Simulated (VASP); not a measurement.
# Ru (P6_3/mmc) in VASP: elastic constants with PBE

Aim: the elastic constants of Ru with PBE.

Program: VASP 6.6.1. These are calculated values, not measurements. Logs are shortened: lines on timing, memory, paths and dates and some standing lists are left out, and cuts for length are marked.

## (1) Starting point

The structure is hexagonal, space group P6_3/mmc (No. 194). The conventional cell has a = 2.708 Å, b = 2.708 Å, c = 4.268 Å, α = 90.00°, β = 90.00°, γ = 120.00°. Ru (site symmetry -6m2) is surrounded by 12 Ru at 2.65 to 2.71 Å.

## (2) Elastic constants, PBE

Input file POSCAR:

```
Ru
1.0
    2.7078263400      0.0000000000      0.0000000000
   -1.3539131700      2.3450464000      0.0000000000
    0.0000000000      0.0000000000      4.2681017800
Ru
2
Direct
    0.3333333300      0.6666666700      0.2500000000
    0.6666666700      0.3333333300      0.7500000000
```

Input file INCAR.step1:

```
ALGO = Fast
EDIFF = 1E-8
EDIFFG = -0.002
ENCUT = 600
GGA = PE
IBRION = 2
ISIF = 3
ISMEAR = 0
LASPH = T
LCHARG = F
LREAL = F
LWAVE = F
NELM = 60
NSW = 40
PREC = Accurate
SIGMA = 0.1
```

Input file INCAR.step2:

```
ALGO = Fast
EDIFF = 1E-8
ENCUT = 600
GGA = PE
IBRION = 6
ISIF = 3
ISMEAR = 0
LASPH = T
LCHARG = F
LREAL = F
LWAVE = F
NELM = 60
NFREE = 2
NSW = 1
POTIM = 0.015
PREC = Accurate
SIGMA = 0.1
```

Input file KPOINTS:

```
k-points
0
Gamma
  18 18 10
```

Potentials or basis: VASP PAW PBE potentials, release 64 (Ru_pv).

The run is started by

```console
> cat potpaw_PBE.64/Ru_pv/POTCAR > POTCAR
> cp INCAR.step1 INCAR
> mpirun -np 1 vasp_std > vasp.out
> cp CONTCAR POSCAR
> cp INCAR.step2 INCAR
> mpirun -np 1 vasp_std > vasp.out
```

OUTCAR:

```text
EDIFF = 1E-8
   ENCUT = 600
   GGA = PE
   IBRION = 6
   ISIF = 3
   ISMEAR = 0
   LASPH = T
   LREAL = F
   NELM = 60
   NFREE = 2
   NSW = 1
   POTIM = 0.015
   PREC = Accurate

 ion  position               nearest neighbor table
   1  0.333  0.667  0.250-   2 2.66   2 2.66   2 2.66   2 2.66   2 2.66   2 2.66
   2  0.667  0.333  0.750-   1 2.66   1 2.66   1 2.66   1 2.66   1 2.66   1 2.66

  LATTYP: Found a hexagonal cell.
 ALAT       =     2.7194745791
 C/A-ratio  =     1.5797892983

  Lattice vectors:

 A1 = (   2.7194745791,   0.0000000000,   0.0000000000)
 A2 = (  -1.3597372895,   2.3551340709,   0.0000000000)
 A3 = (   0.0000000000,   0.0000000000,   4.2961968369)

Analysis of symmetry for initial positions (statically):
=====================================================================
 Subroutine PRICEL returns:
 Original cell was already a primitive cell.

 Routine SETGRP: Setting up the symmetry group for a
 hexagonal supercell.

 Subroutine GETGRP returns: Found 24 space group operations
 (whereof 12 operations were pure point group operations)
 out of a pool of 24 trial point group operations.

The static configuration has the point symmetry D_3d.
 The point group associated with its full space group is D_6h.

Analysis of symmetry for dynamics (positions and initial velocities):
=====================================================================
 Subroutine PRICEL returns:
 Original cell was already a primitive cell.

 Routine SETGRP: Setting up the symmetry group for a
 hexagonal supercell.

 Subroutine GETGRP returns: Found 24 space group operations
 (whereof 12 operations were pure point group operations)
 out of a pool of 24 trial point group operations.

The dynamic configuration has the point symmetry D_3d.
 The point group associated with its full space group is D_6h.

 Subroutine INISYM returns: Found 24 space group operations
 (whereof 12 operations are pure point group operations),
 and found     1 'primitive' translations

----------------------------------------------------------------------------------------

                                     Primitive cell

  volume of cell :      27.5160

  direct lattice vectors                    reciprocal lattice vectors
     2.719474579  0.000000000  0.000000000     0.367718091  0.212302139  0.000000000
    -1.359737290  2.355134071  0.000000000     0.000000000  0.424604277  0.000000000
     0.000000000  0.000000000  4.296196837     0.000000000  0.000000000  0.232764009

  length of vectors
     2.719474579  2.719474580  4.296196837     0.424604277  0.424604277  0.232764009

  position of ions in fractional coordinates (direct lattice)
     0.333333330  0.666666670  0.250000000
     0.666666670  0.333333330  0.750000000

  ion indices of the primitive-cell ions
   primitive index   ion index
                 1           1
                 2           2

----------------------------------------------------------------------------------------

 KPOINTS: k-points

Automatic generation of k-mesh.
 Grid dimensions read from file:
 generate k-points for:   18   18   10

[... 107 lines left out ...]

 Free energy of the ion-electron system (eV)
  ---------------------------------------------------
  ext. energy  EPLUGINS =         0.00000000
  ---------------------------------------------------
  free energy    TOTEN  =       -18.47209599 eV

  energy without entropy =      -18.46278889  energy(sigma->0) =      -18.46744244

------------------------ aborting loop because EDIFF is reached ----------------------------------------

  FORCE on cell =-STRESS in cart. coord.  units (eV):
  Direction    XX          YY          ZZ          XY          YZ          ZX
  --------------------------------------------------------------------------------------
  -------------------------------------------------------------------------------------
  Total        0.0027764      0.0027764      0.0031505      0.0000000      0.0000000      0.0000000
  in kB        0.1616623      0.1616623      0.1834419      0.0000000      0.0000000      0.0000000
  external PRESSURE =       0.1689222 kB  Pullay stress =       0.0000000 kB
[... 89 lines left out ...]
  FREE ENERGIE OF THE ION-ELECTRON SYSTEM (eV)
  ---------------------------------------------------
  free  energy   TOTEN  =       -18.4605230898 eV

  energy  without entropy=      -18.4517977026  energy(sigma->0) =      -18.45616040

[... ionic steps 4 to 14 ...]

--------------------------------------- Ionic step       15  -------------------------------------------

 number of electron      28.0000003 magnetization

------------------------ aborting loop because EDIFF is reached ----------------------------------------
[... 67 lines left out ...]
--------------------------------------- Ionic step       17  -------------------------------------------

 number of electron      28.0000003 magnetization

 Free energy of the ion-electron system (eV)
  ---------------------------------------------------
  ext. energy  EPLUGINS =         0.00000000
  ---------------------------------------------------
  free energy    TOTEN  =       -18.47070689 eV

  energy without entropy =      -18.46137360  energy(sigma->0) =      -18.46604024

 E-fermi :  12.5940     XC(G=0): -14.0368

 val. band max:       12.5918765515   @ k =   0.4444   0.1111   0.5000
 cond. band min:      12.6008802893   @ k =   0.4444   0.1111   0.5000
 fundamental gap:      0.0090037378
 Fermi energy:        12.5940487707

 k-point     1 :       0.0000    0.0000    0.0000
  band No.  band energies     occupation
      1     -31.0004      2.00000
      2     -30.1060      2.00000
      3     -30.1060      2.00000
      4     -29.9410      2.00000
      5     -29.9410      2.00000
      6     -29.9014      2.00000
[... 481 lines left out ...]
      5     -30.1805      2.00000
      6     -30.1052      2.00000
[... 10 lines left out ...]
     17      16.2794      0.00000
     18      19.8896      0.00000

 [... further k-points ...]
[... 5 lines left out ...]
  --------------------------------------------------------------------------------------
  -------------------------------------------------------------------------------------
  Total        0.0068695      0.0068695      0.0157145      0.0000000      0.0000000     -0.0000000
  in kB        0.3999903      0.3999903      0.9150121      0.0000000      0.0000000     -0.0000000
  external PRESSURE =       0.5716642 kB  Pullay stress =       0.0000000 kB
[... 17 lines left out ...]
  FREE ENERGIE OF THE ION-ELECTRON SYSTEM (eV)
  ---------------------------------------------------
  free  energy   TOTEN  =       -18.4707068903 eV

  energy  without entropy=      -18.4613735984  energy(sigma->0) =      -18.46604024

 INTERNAL STRAIN TENSORS FROM STRAINED CELLS
 ============================================

 INTERNAL STRAIN TENSOR FOR ION    1 for displacements in x,y,z  (eV/Angst):
          X           Y           Z          XY          YZ          ZX
  --------------------------------------------------------------------------------
  x     0.00000     0.00000     0.00000    -2.78770     0.00000     0.00000
  y    -2.79509     2.81758    -0.00000    -0.00029    -0.00009    -0.00051
  z     0.00000     0.00000     0.00000    -0.00000    -0.00101     0.00000

 INTERNAL STRAIN TENSORS FROM DISPLACED ATOMS
 ============================================

 INTERNAL STRAIN TENSOR FOR ION    1 for displacements in x,y,z  (eV/Angst):
          X           Y           Z          XY          YZ          ZX
  --------------------------------------------------------------------------------
  x     0.00000     0.00000     0.00000    -2.80206     0.00000     0.00000
  y    -2.80206     2.80206    -0.00000     0.00000     0.00000     0.00000
  z     0.00000     0.00000    -0.00000     0.00000    -0.00000     0.00000

 INTERNAL STRAIN TENSOR FOR ION    2 for displacements in x,y,z  (eV/Angst):
          X           Y           Z          XY          YZ          ZX
  --------------------------------------------------------------------------------
  x    -0.00000     0.00000     0.00000     2.80206     0.00000     0.00000
  y     2.80206    -2.80206     0.00000     0.00000     0.00000     0.00000
  z    -0.00000    -0.00000     0.00000    -0.00000     0.00000    -0.00000

 Eigenvectors and eigenvalues of the dynamical matrix
 ----------------------------------------------------

   1 f  =    7.728780 THz    48.561356 2PiTHz  257.804348 cm-1    31.963651 meV
             X         Y         Z           dx          dy          dz
     -0.000000  1.570089  1.074049     0.000000    0.000000    0.707107
      1.359737  0.785045  3.222148    -0.000000   -0.000000   -0.707107
[... 16 lines left out ...]
   5 f  =    0.000000 THz     0.000001 2PiTHz    0.000003 cm-1     0.000000 meV
             X         Y         Z           dx          dy          dz
     -0.000000  1.570089  1.074049    -0.461251   -0.101230   -0.526307
      1.359737  0.785045  3.222148    -0.461251   -0.101230   -0.526307

   6 f/i=    0.000000 THz     0.000001 2PiTHz    0.000003 cm-1     0.000000 meV
             X         Y         Z           dx          dy          dz
     -0.000000  1.570089  1.074049    -0.195170    0.678428    0.040556
      1.359737  0.785045  3.222148    -0.195170    0.678428    0.040556

--------------------------------------------------------------------------------------------------------

 ELASTIC MODULI CONTR FROM IONIC RELAXATION (kBar)
 Direction    XX          YY          ZZ          XY          YZ          ZX
 --------------------------------------------------------------------------------
 XX         -65.5146     65.5146     -0.0000      0.0000      0.0000     -0.0000
 YY          65.5146    -65.5146      0.0000     -0.0000      0.0000     -0.0000
 ZZ          -0.0000      0.0000     -0.0000      0.0000     -0.0000      0.0000
 XY           0.0000     -0.0000      0.0000    -65.5146      0.0000     -0.0000
 YZ           0.0000      0.0000     -0.0000      0.0000     -0.0000      0.0000
 ZX          -0.0000     -0.0000      0.0000     -0.0000      0.0000     -0.0000
 --------------------------------------------------------------------------------

 TOTAL ELASTIC MODULI (kBar)
 Direction    XX          YY          ZZ          XY          YZ          ZX
 --------------------------------------------------------------------------------
 XX        5641.2124   1808.8153   1781.3009      0.0000     -0.0000     -0.0000
 YY        1808.8153   5641.2124   1781.3009     -0.0000     -0.0000     -0.0000
 ZZ        1781.3009   1781.3009   6273.1109      0.0000     -0.0000      0.0000
 XY           0.0000      0.0000     -0.0000   1916.1986      0.0000     -0.0000
 YZ           0.0000     -0.0000      0.0000      0.0000   1910.9831      0.0000
 ZX          -0.0000     -0.0000      0.0000     -0.0000      0.0000   1910.9832
 --------------------------------------------------------------------------------
```

Wall time 1.6 h (1 thread of Intel Xeon Platinum 8375C at 2.90GHz (Ice Lake), shared host); peak memory 0.96 GiB.

What came out:

```yaml
Relaxed_volume: 13.76 Å³/atom
Relaxed_cell: a = 2.719 Å, b = 2.719 Å, c = 4.296 Å, α = 90.00°, β = 90.00°, γ = 120.00°
Space_group_after_relaxing_to_0.05_Å: P6_3/mmc (No. 194)
Voigt_bulk_modulus: 314 GPa
Highest_phonon_frequency_at_Γ: 258 cm⁻¹
```

The path:
```csv
step,energy change (eV),largest force (eV/Å),pressure (GPa),volume (Å³)
1,0.0000,0.0000,4.98,27.10
2,0.0465,0.0000,-12.68,28.79
3,-0.0065,0.0000,0.15,27.53
4,-0.0065,0.0000,-0.29,27.54
5,-0.0064,0.0000,0.66,27.46
6,-0.0065,0.0000,0.05,27.51
7,-0.0065,0.0000,-0.02,27.52
8,-0.0065,0.0000,0.01,27.52
```

Final structure:
```yaml
crystal:
  lattice:
    - [2.71947, 0.00000, 0.00000]
    - [-1.35974, 2.35513, 0.00000]
    - [0.00000, 0.00000, 4.29620]
  atoms:
    - { symbol: Ru, position: [0.33333, 0.66667, 0.25000] }
    - { symbol: Ru, position: [0.66667, 0.33333, 0.75000] }
```

Phonon frequencies in cm⁻¹ (negative: imaginary):
```csv
q point,frequencies
"(0.000, 0.000, 0.000)",0 0 0 194 194 258
```

Elastic tensor in Voigt notation (GPa, in the Cartesian axes of the cell as first typed):
```
564 181 178   0   0   0
181 564 178   0   0   0
178 178 627   0   0   0
  0   0   0 191   0   0
  0   0   0   0 191   0
  0   0   0   0   0 192
```

Clamped-ion elastic tensor (GPa):
```
571 174 178   0   0   0
174 571 178   0   0   0
178 178 627   0   0   0
  0   0   0 191   0   0
  0   0   0   0 191   0
  0   0   0   0   0 198
```
